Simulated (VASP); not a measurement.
# Ge (Fd-3m) in VASP: settings compared

The runs below take Ge through relaxation of cell and atoms, with RPBE, rev-vdW-DF2.

Program: VASP 6.6.1. These are calculated values, not measurements. Logs are shortened: lines on timing, memory, paths and dates and some standing lists are left out, and cuts for length are marked.

## 1. Starting point

The structure is cubic, space group Fd-3m (No. 227). Conventional cell: a = 5.658 Å, b = 5.658 Å, c = 5.658 Å, α = 90.00°, β = 90.00°, γ = 90.00°. Around Ge (site symmetry -43m) lie 4 Ge at 2.45 Å.

## 2. Relaxation of cell and atoms, RPBE

INCAR reads:

```
ALGO = Normal
EDIFF = 1E-6
EDIFFG = -0.01
ENCUT = 600
GGA = RP
IBRION = 2
ISIF = 3
ISMEAR = 0
LASPH = T
LCHARG = F
LREAL = F
LWAVE = F
NELM = 80
NSW = 90
PREC = Accurate
SIGMA = 0.03
```

KPOINTS reads:

```
k-points
0
Gamma
  10 10 10
```

POSCAR reads:

```
Ge
1.0
    0.0000000000      2.8289100000      2.8289100000
    2.8289100000      0.0000000000      2.8289100000
    2.8289100000      2.8289100000      0.0000000000
Ge
2
Direct
    0.0000000000      0.0000000000      0.0000000000
    0.2500000000      0.2500000000      0.2500000000
```

Potentials or basis: VASP PAW PBE potentials, release 64 (Ge_d).

The run is started by

```
> cat potpaw_PBE.64/Ge_d/POTCAR > POTCAR
> mpirun -np 1 vasp_std > vasp.out
```

OUTCAR:

```text
EDIFF = 1E-6
   EDIFFG = -0.01
   ENCUT = 600
   GGA = RP
   IBRION = 2
   ISIF = 3
   ISMEAR = 0
   LASPH = T
   LREAL = F
   NELM = 80
   NSW = 90
   PREC = Accurate

 ion  position               nearest neighbor table
   1  0.000  0.000  0.000-   2 2.45   2 2.45   2 2.45   2 2.45
   2  0.250  0.250  0.250-   1 2.45   1 2.45   1 2.45   1 2.45

  LATTYP: Found a face centered cubic cell.
 ALAT       =     5.6578200000

  Lattice vectors:

 A1 = (   0.0000000000,   2.8289100000,   2.8289100000)
 A2 = (   2.8289100000,   0.0000000000,   2.8289100000)
 A3 = (   2.8289100000,   2.8289100000,   0.0000000000)

Analysis of symmetry for initial positions (statically):
=====================================================================
 Subroutine PRICEL returns:
 Original cell was already a primitive cell.

 Routine SETGRP: Setting up the symmetry group for a
 face centered cubic supercell.

 Subroutine GETGRP returns: Found 48 space group operations
 (whereof 24 operations were pure point group operations)
 out of a pool of 48 trial point group operations.

The static configuration has the point symmetry T_d .
 The point group associated with its full space group is O_h .

Analysis of symmetry for dynamics (positions and initial velocities):
=====================================================================
 Subroutine PRICEL returns:
 Original cell was already a primitive cell.

 Routine SETGRP: Setting up the symmetry group for a
 face centered cubic supercell.

 Subroutine GETGRP returns: Found 48 space group operations
 (whereof 24 operations were pure point group operations)
 out of a pool of 48 trial point group operations.

The dynamic configuration has the point symmetry T_d .
 The point group associated with its full space group is O_h .

 Subroutine INISYM returns: Found 48 space group operations
 (whereof 24 operations are pure point group operations),
 and found     1 'primitive' translations

----------------------------------------------------------------------------------------

                                     Primitive cell

  volume of cell :      45.2780

  direct lattice vectors                    reciprocal lattice vectors
     0.000000000  2.828910000  2.828910000    -0.176746521  0.176746521  0.176746521
     2.828910000  0.000000000  2.828910000     0.176746521 -0.176746521  0.176746521
     2.828910000  2.828910000  0.000000000     0.176746521  0.176746521 -0.176746521

  length of vectors
     4.000682889  4.000682889  4.000682889     0.306133954  0.306133954  0.306133954

  position of ions in fractional coordinates (direct lattice)
     0.000000000  0.000000000  0.000000000
     0.250000000  0.250000000  0.250000000

  ion indices of the primitive-cell ions
   primitive index   ion index
                 1           1
                 2           2

----------------------------------------------------------------------------------------

 KPOINTS: k-points

Automatic generation of k-mesh.
 Grid dimensions read from file:
 generate k-points for:   10   10   10

 Generating k-lattice:

  Cartesian coordinates                     Fractional coordinates (reciprocal lattice)
    -0.017674652  0.017674652  0.017674652     0.100000000  0.000000000  0.000000000
     0.017674652 -0.017674652  0.017674652     0.000000000  0.100000000  0.000000000
     0.017674652  0.017674652 -0.017674652     0.000000000  0.000000000  0.100000000

  Length of vectors
     0.030613395  0.030613395  0.030613395

  Shift w.r.t. Gamma in fractional coordinates (k-lattice)
     0.000000000  0.000000000  0.000000000

 Subroutine IBZKPT returns following result:
 ===========================================

 Found     47 irreducible k-points:

 Following reciprocal coordinates:
            Coordinates               Weight
  0.000000  0.000000  0.000000      1.000000
  0.100000  0.000000  0.000000      8.000000
  0.200000  0.000000  0.000000      8.000000
  0.300000  0.000000  0.000000      8.000000
  0.400000  0.000000  0.000000      8.000000
  0.500000  0.000000  0.000000      4.000000
[... 16 lines left out ...]
  0.300000  0.300000  0.000000      6.000000
  0.400000  0.300000  0.000000     24.000000
 [... further k-points ...]
   k-points           NKPTS =     47   k-points in BZ     NKDIM =     47   number of bands    NBANDS=     18
   number of dos      NEDOS =    301   number of ions     NIONS =      2
   total plane-waves  NPLWV =  32768
   dimension x,y,z NGX =    32 NGY =   32 NGZ =   32
   dimension x,y,z NGXF=    64 NGYF=   64 NGZF=   64
   ions per type =               2
   NGX,Y,Z   is equivalent  to a cutoff of  13.30, 13.30, 13.30 a.u.
   NGXF,Y,Z  is equivalent  to a cutoff of  26.59, 26.59, 26.59 a.u.
 SYSTEM =  unknown system
   PREC   = accura    normal or accurate (medium, high low for compatibility)
   ISTART =      0    job   : 0-new  1-cont  2-samecut
   ICHARG =      2    charge: 1-file 2-atom 10-const
   ISPIN  =      1    spin polarized calculation?
   LNONCOLLINEAR =      F non collinear calculations
   LSORBIT =      F    spin-orbit coupling
   LASPH  =      T    aspherical Exc in radial PAW
   ENCUT  =  600.0 eV  44.10 Ry    6.64 a.u.   7.99  7.99  7.99*2*pi/ulx,y,z
   NELM   =     80;   NELMIN=  2; NELMDL= -5     # of ELM steps
   EDIFF  = 0.1E-05   stopping-criterion for ELM
   LREAL  =      F    real-space projection
   EDIFFG = -.1E-01   stopping-criterion for IOM
   NSW    =     90    number of steps for IOM
   IBRION =      2    ionic relax: 0-MD 1-quasi-New 2-CG
   NFREE  =      1    steps in history (QN), initial steepest desc. (CG)
   ISIF   =      3    stress and relaxation
   ISYM   =      2    0-nonsym 1-usesym 2-fastsym
   POTIM  = 0.5000    time-step for ionic-motion
   TEBEG  =    0.0;   TEEND  =   0.0 temperature during run
   PSTRESS=    0.0 pullay stress
   NELECT =      28.0000    total number of electrons
   NUPDOWN=      -1.0000    fix difference up-down
   EMIN   =  10.00;   EMAX   =-10.00  energy-range for DOS
   EFERMI =   0.00;   METHOD = LEGACY
   ISMEAR =     0;   SIGMA  =   0.03  broadening in eV -4-tet -1-fermi 0-gaus
   EFERMI_NEDOS =   21; number of points for ismear=-14 and -15
   IALGO  =     38    algorithm
   IMIX   =      4    mixing-type and parameters
     AMIX     =   0.40;   BMIX     =  1.00
     AMIX_MAG =   1.60;   BMIX_MAG =  1.00
  volume/ion in A,a.u.               =      22.64       152.78
  Fermi-wavevector in a.u.,A,eV,Ry     =   1.394756  2.635708 26.468033  1.945346
  Thomas-Fermi vector in A             =   2.518275
   LORBIT       =      0    0 simple, 1 ext, 2 COOP (PROOUT), +10 PAW based schemes
   GGA     = RP    functional components
   LHFCALC =     F    Hartree Fock is set to
   AEXX    =    0.0000 exact exchange contribution
   IVDW    =     0    specifies the selected vdW correction
   LEPSILON=     F    determine dielectric tensor
   LRPA    =     F    only Hartree local field effects (RPA)
 conjugate gradient relaxation of ions
 non-spin polarized calculation
 Gauss-broadening in eV      SIGMA  =   0.03
  energy-cutoff  :      600.00
  volume of cell :       45.28
 maximum number of plane-waves:      1524
   NGX = 15   NGY = 15   NGZ = 15

--------------------------------------- Ionic step        1  -------------------------------------------

 number of electron      28.0000013 magnetization

 Free energy of the ion-electron system (eV)
  ---------------------------------------------------
  ext. energy  EPLUGINS =         0.00000000
  ---------------------------------------------------
  free energy    TOTEN  =        -8.30518902 eV

  energy without entropy =       -8.30518891  energy(sigma->0) =       -8.30518897

 E-fermi :   5.1798     XC(G=0):  -9.7507

 val. band max:        5.1018816414   @ k =   0.0000   0.0000   0.0000
 cond. band min:       5.2516293856   @ k =   0.0000   0.0000   0.0000
 fundamental gap:      0.1497477442
 Fermi energy:         5.1798368794

 k-point     1 :       0.0000    0.0000    0.0000
  band No.  band energies     occupation
      1     -19.7388      2.00000
      2     -19.7388      2.00000
      3     -19.7388      2.00000
      4     -19.7031      2.00000
      5     -19.7031      2.00000
      6     -19.4934      2.00000
[... 10 lines left out ...]
     17       7.6668      0.00000
     18       7.6668      0.00000

 k-point     2 :       0.1000    0.0000    0.0000
  band No.  band energies     occupation
      1     -19.7446      2.00000
      2     -19.7446      2.00000
      3     -19.7372      2.00000
      4     -19.6952      2.00000
      5     -19.6952      2.00000
      6     -19.5022      2.00000
[... 10 lines left out ...]
     17       7.9751      0.00000
     18       8.2812      0.00000

 k-point     3 :       0.2000    0.0000    0.0000
  band No.  band energies     occupation
      1     -19.7534      2.00000
      2     -19.7534      2.00000
      3     -19.7329      2.00000
      4     -19.6811      2.00000
      5     -19.6811      2.00000
      6     -19.5141      2.00000
[... 494 lines left out ...]
  FORCE on cell =-STRESS in cart. coord.  units (eV):
  Direction    XX          YY          ZZ          XY          YZ          ZX
  --------------------------------------------------------------------------------------
  -------------------------------------------------------------------------------------
  Total       -0.4492951     -0.4492951     -0.4492951      0.0000000      0.0000000      0.0000000
  in kB      -14.2773905    -14.2773905    -14.2773905      0.0000000      0.0000000      0.0000000
  external PRESSURE =     -14.2773905 kB  Pullay stress =       0.0000000 kB

 VOLUME and BASIS-vectors are now :
 -----------------------------------------------------------------------------
  energy-cutoff  :      600.00
  volume of cell :       50.42
      direct lattice vectors                 reciprocal lattice vectors
     0.000000000  2.932160877  2.932160877    -0.170522704  0.170522704  0.170522704
     2.932160877  0.000000000  2.932160877     0.170522704 -0.170522704  0.170522704
     2.932160877  2.932160877  0.000000000     0.170522704  0.170522704 -0.170522704

 POSITION                                       TOTAL-FORCE (eV/Angst)
 -----------------------------------------------------------------------------------
      5.86432      5.86432      5.86432         0.000000      0.000000      0.000000
      1.46608      1.46608      1.46608        -0.000000     -0.000000     -0.000000
 -----------------------------------------------------------------------------------
    total drift:                               -0.000000      0.000000      0.000000

  FREE ENERGIE OF THE ION-ELECTRON SYSTEM (eV)
  ---------------------------------------------------
  free  energy   TOTEN  =        -8.3597450455 eV

  energy  without entropy=       -8.3596641741  energy(sigma->0) =       -8.35970461

--------------------------------------- Ionic step        3  -------------------------------------------

 number of electron      27.9999978 magnetization

 Free energy of the ion-electron system (eV)
  ---------------------------------------------------
  ext. energy  EPLUGINS =         0.00000000
  ---------------------------------------------------
  free energy    TOTEN  =        -8.36507509 eV

  energy without entropy =       -8.36500423  energy(sigma->0) =       -8.36503966

 E-fermi :   4.3488     XC(G=0):  -9.3592

 val. band max:        4.3444557492   @ k =   0.0000   0.0000   0.0000
 cond. band min:       4.3811949708   @ k =   0.5000   0.0000   0.0000
 fundamental gap:      0.0367392216
 Fermi energy:         4.3488370343

 k-point     1 :       0.0000    0.0000    0.0000
  band No.  band energies     occupation
      1     -20.3980      2.00000
      2     -20.3980      2.00000
      3     -20.3980      2.00000
      4     -20.3683      2.00000
      5     -20.3683      2.00000
      6     -20.1984      2.00000
[... 10 lines left out ...]
     17       6.8718      0.00000
     18       6.8718      0.00000

 k-point     2 :       0.1000    0.0000    0.0000
  band No.  band energies     occupation
      1     -20.4025      2.00000
      2     -20.4025      2.00000
      3     -20.3967      2.00000
      4     -20.3621      2.00000
      5     -20.3621      2.00000
      6     -20.2068      2.00000
[... 10 lines left out ...]
     17       7.1505      0.00000
     18       7.3560      0.00000

 k-point     3 :       0.2000    0.0000    0.0000
  band No.  band energies     occupation
      1     -20.4097      2.00000
      2     -20.4097      2.00000
      3     -20.3931      2.00000
      4     -20.3509      2.00000
      5     -20.3509      2.00000
      6     -20.2170      2.00000
[... 460 lines left out ...]
  --------------------------------------------------------------------------------------
  -------------------------------------------------------------------------------------
  Total        0.0110227      0.0110227      0.0110227      0.0000000     -0.0000000      0.0000000
  in kB        0.3596176      0.3596176      0.3596176      0.0000000     -0.0000000      0.0000000
  external PRESSURE =       0.3596176 kB  Pullay stress =       0.0000000 kB

 VOLUME and BASIS-vectors are now :
 -----------------------------------------------------------------------------
  energy-cutoff  :      600.00
  volume of cell :       49.11
      direct lattice vectors                 reciprocal lattice vectors
     0.000000000  2.906538884  2.906538884    -0.172025911  0.172025911  0.172025911
     2.906538884  0.000000000  2.906538884     0.172025911 -0.172025911  0.172025911
     2.906538884  2.906538884  0.000000000     0.172025911  0.172025911 -0.172025911

 POSITION                                       TOTAL-FORCE (eV/Angst)
 -----------------------------------------------------------------------------------
      0.00000      0.00000      0.00000        -0.000000     -0.000000     -0.000000
      1.45327      1.45327      1.45327         0.000000      0.000000      0.000000
 -----------------------------------------------------------------------------------
    total drift:                               -0.000000      0.000000      0.000000

  FREE ENERGIE OF THE ION-ELECTRON SYSTEM (eV)
  ---------------------------------------------------
  free  energy   TOTEN  =        -8.3650750852 eV

  energy  without entropy=       -8.3650042290  energy(sigma->0) =       -8.36503966

 reached required accuracy - stopping structural energy minimisation
```

Run time: 33 s. Hardware: 1 thread of Intel Xeon 6975P-C (Granite Rapids), shared host; peak memory 0.19 GiB.

Results:

```yaml
Free_energy: -8.3651 eV
Relaxed_volume: 24.55 Å³/atom
Relaxed_cell: a = 4.110 Å, b = 4.110 Å, c = 4.110 Å, α = 60.00°, β = 60.00°, γ = 60.00°
Space_group_after_relaxing_to_0.05_Å: Fd-3m (No. 227)
Energy_gained_by_relaxing: 29.9 meV/atom
Ionic_steps: 3
Pressure_after_relaxing: 0.0 GPa
Band_gap_on_the_k_mesh: none (metal or under the smearing width)
```

Step by step:
| step | energy change (eV) | largest force (eV/Å) | pressure (GPa) | volume (Å³) |
| --- | --- | --- | --- | --- |
| 1 | 0.0000 | 0.0000 | 5.35 | 45.28 |
| 2 | -0.0546 | 0.0000 | -1.43 | 50.42 |
| 3 | -0.0599 | 0.0000 | 0.04 | 49.11 |

Final structure:
```
CELL_PARAMETERS angstrom
0.00000 2.90654 2.90654
2.90654 0.00000 2.90654
2.90654 2.90654 0.00000
ATOMIC_POSITIONS crystal
Ge 0.00000 0.00000 0.00000
Ge 0.25000 0.25000 0.25000
```

Levels at points of the mesh, in eV from the Fermi level:
```csv
k point,band 12,band 13,band 14,band 15,band 16,band 17
"(0.00, 0.00, 0.00)",-0.58,0.00,0.00,0.00,2.52,2.52
"(0.50, 0.00, 0.00)",-7.22,-1.29,-1.29,0.03,3.72,3.72
"(0.50, 0.50, 0.00)",-8.57,-2.80,-2.80,0.92,0.92,8.90
```

Caveat: the PAW data sets were made with another functional, which shifts forces and pressure a little; this crystal is a semiconductor, whose small gap the functional closes, so the metal is an error of the method. Zero-point motion and thermal expansion aren't in these numbers.

(Part 1 of 2 ends here.)
